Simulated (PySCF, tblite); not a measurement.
Compound: C4H6O.
Atom-mapped SMILES: `[CH2:1]=[CH:2][C:3]([CH3:4])=[O:5]` (hydrogens: H6, H7 on C1; H8 on C2; H9, H10, H11 on C4)

Computed geometry: GFN2-xTB, gas phase.

**Question.** Give the optimised bond lengths and angles.

**Answer.** 
```json
{"bond": "C1=C2", "length (pm)": "132.6", "order": "double"}
{"bond": "C2–C3", "length (pm)": "148.0", "order": "single"}
{"bond": "C3–C4", "length (pm)": "150.9", "order": "single"}
{"bond": "C3=O5", "length (pm)": "121.0", "order": "double"}
{"bond": "C1–H6", "length (pm)": "107.7", "order": "single"}
{"bond": "C1–H7", "length (pm)": "107.8", "order": "single"}
{"bond": "C2–H8", "length (pm)": "108.3", "order": "single"}
{"bond": "C4–H9, C4–H10, C4–H11", "length (pm)": "108.7", "order": "single"}
```

Bonds in one row agree within 1 pm and their mean is given. Orders are formal, as drawn. A selection of angles:
```json
{"angle": "C2–C1–H6", "degrees": "122.8"}
{"angle": "C2–C1–H7", "degrees": "121.3"}
{"angle": "H6–C1–H7", "degrees": "115.9"}
{"angle": "C1–C2–C3", "degrees": "125.9"}
{"angle": "C1–C2–H8", "degrees": "120.5"}
{"angle": "C3–C2–H8", "degrees": "113.6"}
{"angle": "C2–C3–C4", "degrees": "117.3"}
{"angle": "C2–C3–O5", "degrees": "120.6"}
{"angle": "C4–C3–O5", "degrees": "122.1"}
{"angle": "C3–C4–H9", "degrees": "109.4"}
{"angle": "H9–C4–H10", "degrees": "109.4"}
```

Torsions: C1–C2–C3–C4 0° (synperiplanar).

Of the pairs four or more bonds apart, C4···H6 is among the closest relative to their van der Waals radii: 2.66 Å, 92 % of the sum of Bondi's values. The 3 C–C bonds span 1.326 Å (C1=C2, drawn double) to 1.509 Å (C3–C4, drawn single), a spread of 0.183 Å. The 5 heavy atoms lie in one plane (0.001 Å rms).

Point group: Cs (tolerance 0.08 Å). Its GFN2-xTB frequencies are all real (lowest 72 cm⁻¹). One conformer, not necessarily the lowest.
